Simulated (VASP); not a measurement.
An input for Quantum ESPRESSO's pw.x (written as the equivalent of a VASP run, and not itself run):

```
&CONTROL
  calculation = 'vc-relax'
  pseudo_dir = './pseudo'
  outdir = './out'
  tprnfor = .true.
  tstress = .true.
  nstep = 30
  forc_conv_thr = 0.00039
/
&SYSTEM
  ibrav = 0
  nat = 4
  ntyp = 2
  ecutwfc = 84
  occupations = 'smearing'
  smearing = 'methfessel-paxton'
  degauss = 0.00735
  input_dft = 'pbesol'
/
&ELECTRONS
  conv_thr = 7.3e-09
  electron_maxstep = 100
/
&IONS
/
&CELL
  cell_dofree = 'shape'
/
ATOMIC_SPECIES
  In 114.818 In.upf
  N 14.007 N.upf
CELL_PARAMETERS angstrom
     1.7329438   -3.0015467    0.0000000
     1.7329438    3.0015467    0.0000000
     0.0000000    0.0000000    5.5952787
ATOMIC_POSITIONS crystal
  In   0.6666670  0.3333330  0.4998915
  In   0.3333330  0.6666670  0.9998915
  N    0.6666670  0.3333330  0.8791085
  N    0.3333330  0.6666670  0.3791085
K_POINTS automatic
  10 10 6 0 0 0
```

Task: Translate this input to VASP (INCAR, KPOINTS, POSCAR, choice of POTCAR).

Result: Several could match; the one computed here: 
### POSCAR
```
InN
1
    1.7329437624    -3.0015467121     0.0000000000
    1.7329437624     3.0015467121     0.0000000000
    0.0000000000     0.0000000000     5.5952787494
In N
2 2
Direct
  0.6666670000   0.3333330000   0.4998915258
  0.3333330000   0.6666670000   0.9998915258
  0.6666670000   0.3333330000   0.8791084742
  0.3333330000   0.6666670000   0.3791084742
```

**INCAR**
```
ALGO  =  Normal
EDIFF  =  1E-7
EDIFFG  =  -0.01
ENCUT  =  520
GGA  =  PS
IBRION  =  2
ISIF  =  4
ISMEAR  =  1
LASPH  =  T
LCHARG  =  F
LMAXMIX  =  4
LREAL  =  F
LWAVE  =  F
NELM  =  100
NSW  =  30
PREC  =  Accurate
SIGMA  =  0.1
SYSTEM  =  InN
```

File KPOINTS:
```
Automatic mesh
0
Gamma
10 10 6
0 0 0
```

POTCAR, in this order: In_d N (PBE.64 set). Program: vasp_std.

The two are equivalent in intent, not identical: the potentials are each code's own (VASP's PAW set, PseudoDojo norm-conserving files in pw.x), so ENCUT and ecutwfc are chosen apart and not converted; conv_thr bounds pw.x's estimated SCF error, while EDIFF bounds the energy change between steps; forc_conv_thr acts on force components and is met together with etot_conv_thr.

The compound is InN in the wurtzite structure. This cell is one point of a volume scan, at 0.94 of the reference volume. Symmetry was kept, so distortions that lower it aren't found.
